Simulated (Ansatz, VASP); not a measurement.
## Two plane-wave programs on GaN

```xyz
2
Lattice="0.0000 2.2039 2.2039 2.2039 0.0000 2.2039 2.2039 2.2039 0.0000" Properties=species:S:1:pos:R:3 pbc="T T T"
Ga    0.0000    0.0000    0.0000
N     1.1019    1.1019    1.1019
```

Alike in both runs: functional LDA; k mesh 10 × 10 × 10; no spin polarisation.

Ansatz relaxed the structure, and its values are those at the end. VASP's run is a single point on that final structure, the one shown.

```csv
,VASP,Ansatz
version,VASP 6.6.1,Ansatz 0.2.0
potentials or method,"VASP PAW LDA potentials, release 64 (Ga_d, N)","PAW with Ansatz's default frozen-core files, scalar-relativistic"
plane-wave cutoff (eV),520,420
occupations,"gaussian, width 0.01 eV",fixed
valence electrons in the cell,18,18
```

```csv
,VASP,Ansatz,Ansatz less VASP
pressure (GPa),8.3,7.0,-1.26
```
